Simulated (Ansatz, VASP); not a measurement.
# Two plane-wave programs on Na

```
CELL_PARAMETERS angstrom
7.02334 0.00000 0.00000
0.00000 7.02334 0.00000
0.00000 0.00000 7.02334
ATOMIC_POSITIONS crystal
Na 0.00000 0.00000 0.00000
```

This isn't the form of Na at room conditions, which is bcc.

Alike in both runs: task single point; functional r2SCAN; k mesh 4 × 4 × 4; occupations gaussian, width 0.1 eV; no spin polarisation.

|  | VASP | Ansatz |
| --- | --- | --- |
| version | VASP 6.6.1 | Ansatz 0.2.0 |
| potentials or method | VASP PAW PBE potentials, release 64 (Na_pv) | scalar-relativistic, plane waves, PAW |
| plane-wave cutoff (eV) | 520 | 500 |
| valence electrons in the cell | 7 | 9 |

|  | VASP | Ansatz | Ansatz less VASP |
| --- | --- | --- | --- |
| gap on the k mesh at the Fermi level (eV) | none | none | - |
| pressure (GPa) | -0.1 | -0.2 | -0.01 |

A gap of «none» marks a metal or a gap that the smearing closes. The two sets of potentials don't hold the same shells in valence.

Caveats: the PAW data sets were made with another functional, which shifts forces and pressure a little (VASP).
